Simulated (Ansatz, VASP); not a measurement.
**CdS (Greenockite) in VASP and in Ansatz**

INCAR

```
PREC = Accurate
ENCUT = 520
EDIFF = 1E-6
ISMEAR = -1
SIGMA = 0.05
LREAL = F
LASPH = T
NELM = 100
ALGO = Normal
ISIF = 2
LWAVE = F
LCHARG = F
GGA = PE
NBANDS = 26
```

File KPOINTS:

```
regular mesh
0
Gamma
  7 7 4
```

The input POSCAR:

```
CdS
1.0
    4.1500000000      0.0000000000      0.0000000000
   -2.0750000000      3.5940054257      0.0000000000
    0.0000000000      0.0000000000      6.7370000000
Cd S
2 2
Direct
    0.6666666667      0.3333333333      0.5000000000
    0.3333333333      0.6666666667      0.0000000000
    0.6666666667      0.3333333333      0.8750000000
    0.3333333333      0.6666666667      0.3750000000
```

The input input.yaml:

```yaml
crystal:
  lattice:
    - [4.15, 0.0, 0.0]
    - [-2.075, 3.5940054257, 0.0]
    - [0.0, 0.0, 6.737]
  atoms:
    - { symbol: Cd, position: [0.6666666667, 0.3333333333, 0.5] }
    - { symbol: Cd, position: [0.3333333333, 0.6666666667, 0.0] }
    - { symbol: S, position: [0.6666666667, 0.3333333333, 0.875] }
    - { symbol: S, position: [0.3333333333, 0.6666666667, 0.375] }
kpoints:
  mp_grid: { grid: [7, 7, 4] }
scf:
  occupations: { method: fermi_dirac, width: 0.05 }
hamiltonian:
  xc: pbe
  pseudopotentials: { kind: all_electron, lapw: { basis_error: 0.001 } }
output:
  forces: true
  stress: true
  eigenvalues: true
```

Alike in both runs: task single point; functional PBE; k mesh 7 × 7 × 4; occupations fermi-dirac, width 0.05 eV; no spin polarisation.

```csv
,VASP,Ansatz
version,VASP 6.6.1,Ansatz 0.2.0
potentials or method,"VASP PAW PBE potentials, release 64 (Cd, S)","all-electron LAPW, scalar-relativistic"
plane-wave cutoff (eV),520,see its input
```

```tsv
	VASP	Ansatz	Ansatz less VASP
gap on the k mesh at the Fermi level (eV)	1.20	1.20	-0.003
least direct gap on the mesh (eV)	1.20	1.20	-0.003
pressure (GPa)	2.4	2.1	-0.30
largest component of the traceless stress (GPa)	0.44	0.42	-0.014
rms of the force components (eV/Å)	0.040	0.039	-0.0007
```

Atom by atom the forces differ by 0.001 eV/Å (rms over components). Ansatz ran all-electron here, so the differences hold the error of VASP's frozen core and of both bases.

PBE gaps usually lie below the measured ones, often by a third to a half.
